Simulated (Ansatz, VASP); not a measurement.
**AlN in VASP and in Ansatz**

File INCAR:

```
SYSTEM = AlN
ALGO = Normal ; EDIFF = 1E-7
ENCUT = 520 ; GGA = PE
ISIF = 2 ; ISMEAR = -1
LASPH = .TRUE. ; LCHARG = .FALSE.
LREAL = .FALSE. ; LWAVE = .FALSE.
NBANDS = 11 ; NELM = 60
PREC = Accurate ; SIGMA = 0.02
```

KPOINTS

```
k-points
0
G
  10 10 10
  0 0 0
```

Contents of POSCAR:

```
AlN
1.0
    0.0000000000      2.1193301201      2.1193301201
    2.1193301201      0.0000000000      2.1193301201
    2.1193301201      2.1193301201      0.0000000000
Al N
1 1
Direct
    0.0000000000      0.0000000000      0.0000000000
    0.2500000000      0.2500000000      0.2500000000
```

Input for Ansatz:

```yaml
crystal:
  lattice:
    - [0.0, 2.1193301201, 2.1193301201]
    - [2.1193301201, 0.0, 2.1193301201]
    - [2.1193301201, 2.1193301201, 0.0]
  atoms:
    - { symbol: Al, position: [0.0, 0.0, 0.0] }
    - { symbol: "N", position: [0.25, 0.25, 0.25] }
kpoints:
  mp_grid: { grid: [10, 10, 10] }
  band_path:
    path:
      - [0.0, 0.0, 0.0]
      - [-0.5, -0.5, 0.0]
      - [-0.375, -0.375, 0.25]
      - [-0.375, 0.0, 0.375]
      - [0.0, 0.0, 0.5]
      - [-0.5, -0.25, 0.25]
      - [-0.052083, 0.0, 0.052083]
      - [0.0, 0.5, 0.5]
    npoints: 1
hamiltonian:
  xc: pbe
scf:
  occupations: { method: fermi_dirac, width: 0.02 }
  n_extra_bands: 4
output:
  forces: true
  stress: true
  eigenvalues: true
```

Change from the starting cell: hydrostatic strain -3.0%.

Alike in both runs: task single point; functional PBE; k mesh 10 × 10 × 10; occupations fermi-dirac, width 0.02 eV; no spin polarisation.

|  | VASP | Ansatz |
| --- | --- | --- |
| version | VASP 6.6.1 | Ansatz 0.2.0 |
| potentials or method | VASP PAW PBE potentials, release 64 (Al, N) | plane waves, PAW |
| plane-wave cutoff (eV) | 520 | 420 |
| valence electrons in the cell | 8 | 8 |

```csv
,VASP,Ansatz,Ansatz less VASP
gap on the k mesh at the Fermi level (eV),3.36,3.37,+0.009
pressure (GPa),27.3,27.5,+0.17
```

Caveats: so large a pressure means that the cell lies far from this level's equilibrium, or that cutoff or potentials fall short (VASP). A k mesh can miss the band edges.
